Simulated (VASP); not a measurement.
InAs: relaxation of cell and atoms with PBEsol

The system is InAs.

```
CELL_PARAMETERS angstrom
0.00000 3.04545 3.04545
3.04545 0.00000 3.04545
3.04545 3.04545 0.00000
ATOMIC_POSITIONS crystal
In 0.00000 0.00000 0.00000
As 0.25000 0.25000 0.25000
```

The cell was built by a generator and needn't be a form met in nature.

| Item | Value |
| --- | --- |
| Program | VASP 6.6.1 |
| Task | relaxation of cell and atoms |
| Functional | PBEsol |
| Potentials or basis | VASP PAW PBE potentials, release 64 (In_d, As) |
| Cutoff | 600 eV |
| k mesh | 10 × 10 × 10 |
| Occupations | gaussian, width 0.03 eV |
| Spin | no spin polarisation |
| Further INCAR settings | ALGO = Normal; EDIFF = 1e-07; IBRION = 2; EDIFFG = -0.005; NSW = 90; ISIF = 3 |

* Pressure after relaxing: 0.0 GPa
* Band gap on the k mesh: none (metal or under the smearing width)

Final structure:
```yaml
crystal:
  lattice:
    - [0.00000, 3.04545, 3.04545]
    - [3.04545, 0.00000, 3.04545]
    - [3.04545, 3.04545, 0.00000]
  atoms:
    - { symbol: In, position: [0.00000, 0.00000, 0.00000] }
    - { symbol: As, position: [0.25000, 0.25000, 0.25000] }
```

Levels at points of the mesh, in eV from the Fermi level:
```
           k point  band 6  band 7  band 8  band 9  band 10  band 11  band 12  band 13
(0.00, 0.00, 0.00)  -11.76   -0.40   -0.01   -0.01    -0.01     3.84     3.84     3.84
(0.50, 0.00, 0.00)  -10.34   -5.71   -0.97   -0.97     0.82     4.60     4.60     6.68
(0.50, 0.50, 0.00)   -9.82   -5.80   -2.28   -2.28     1.47     1.97     8.93     9.06
```

Wall time 20 s on 1 thread of Intel(R) Xeon(R) Platinum 8559C (Emerald Rapids), on a shared host, peak memory 0.22 GiB.

Caveat: the relaxation stopped at its first step, so nothing moved; the PAW data sets were made with another functional, which shifts forces and pressure a little; this crystal is a semiconductor, whose small gap the functional closes, so the metal is an error of the method.
